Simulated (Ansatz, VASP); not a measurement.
Two plane-wave programs on Sn3Te

```
Sn Te
1.0
     4.67289    0.00000    0.00000
     0.00000    4.67289    0.00000
     0.00000    0.00000    4.67289
Sn Te
3 1
Direct
  0.50000 0.50000 0.00000
  0.50000 0.00000 0.50000
  0.00000 0.50000 0.50000
  0.00000 0.00000 0.00000
```

Alike in both runs: task single point; functional PBEsol; k mesh 10 × 10 × 10; occupations gaussian, width 0.1 eV; no spin polarisation.

|  | VASP | Ansatz |
| --- | --- | --- |
| version | VASP 6.6.1 | Ansatz 0.2.0 |
| potentials or method | VASP PAW PBE potentials, release 64 (Sn_d, Te) | scalar-relativistic, plane waves, PAW |
| plane-wave cutoff (eV) | 520 | 420 |
| valence electrons in the cell | 48 | 58 |

|  | VASP | Ansatz | Ansatz less VASP |
| --- | --- | --- | --- |
| gap on the k mesh at the Fermi level (eV) | none | none | - |
| pressure (GPa) | 4.0 | 4.0 | +0.02 |

A gap of «none» marks a metal or a gap that the smearing closes. The two sets of potentials don't hold the same shells in valence.

Caveats: the PAW data sets were made with another functional, which shifts forces and pressure a little (VASP). Spin-orbit coupling is left out, which matters for the levels of Te.
